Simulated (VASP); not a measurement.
A run of VASP 6.6.1:

The input INCAR:

```
SYSTEM = AlN
PREC = Accurate ; ENCUT = 520
EDIFF = 1E-7 ; ISMEAR = 0
SIGMA = 0.02 ; LREAL = .False.
LASPH = .True. ; NELM = 60
ALGO = Normal ; ISIF = 4
LWAVE = .False. ; LCHARG = .False.
GGA = PE ; IBRION = 2
NSW = 80 ; EDIFFG = -0.002
```

KPOINTS

```
regular mesh
0
Gamma
  3 3 1
  0 0 0
```

The input POSCAR:

```
AlN                                     
1.0
    3.0542664665      0.0000000000      0.0000000000
   -1.5271332333      2.6450723479      0.0000000000
    0.0000000000      0.0000000000      4.7812131189
  Al              N             
     2     2
Direct
     0.3333333300000021    0.6666666699999979    0.9961855878091868
     0.6666666699999979    0.3333333300000021    0.4961855878091868
     0.3333333300000021    0.6666666699999979    0.3838144121908158
     0.6666666699999979    0.3333333300000021    0.8838144121908158
```

Potentials or basis: VASP PAW PBE potentials, release 64 (Al, N).

Launch:

```sh
$ cat potpaw_PBE.64/Al/POTCAR potpaw_PBE.64/N/POTCAR > POTCAR
$ mpirun -np 1 vasp_std > vasp.out
```

Hardware: 1 thread of Intel(R) Xeon(R) Platinum 8488C (Sapphire Rapids), on a shared host.

Problem. How long does it take, and how much memory?

Solution. Run time: 7.7 s on 1 thread of Intel(R) Xeon(R) Platinum 8488C (Sapphire Rapids), on a shared host, peak memory 0.14 GiB. Counts: scf iterations 39, k points 3, ion steps 6.
